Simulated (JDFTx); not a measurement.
The system is Ca.

```
Ca
1.0
    -2.24000    2.24000    2.24000
     2.24000   -2.24000    2.24000
     2.24000    2.24000   -2.24000
Ca
1
Cartesian
  0.0000 0.0000 0.0000
```

This isn't the form of Ca at room conditions, which is fcc.

```yaml
Program: JDFTx 1.7.0 (patched build)
Task: single point
Functional: PBE
Potentials_or_basis: PseudoDojo-SR-PBE-0.5-standard
Cutoff: 925 eV
Density_cutoff: 3701 eV
k_mesh: 8 × 8 × 8
Occupations: fermi-dirac, width 0.05 eV
Spin: no spin polarisation
```

On this cell: pressure -1.0 GPa; band gap on the k mesh none (metal or under the smearing width).

The same run follows on a disturbed copy (cell strained at random at fixed volume):

```xyz
1
Lattice="-2.2516 2.2138 2.2349 2.2160 -2.2372 2.2227 2.2839 2.2695 -2.2583" Properties=species:S:1:pos:R:3 pbc="T T T"
Ca    0.0295    0.0510   -0.0054
```

Task: What changes?

Result: The energy (extrapolated to zero smearing) moves by +0.7 meV/atom; pressure -1.0 GPa; band gap on the k mesh none (metal or under the smearing width).

Stress tensor (GPa, compression positive):
```
-0.99 -0.17  0.18
-0.17 -0.99  0.11
 0.18  0.11 -1.01
```

Caveats: the empty levels aren't tightly converged; the cell was measured hot, at 740 K.
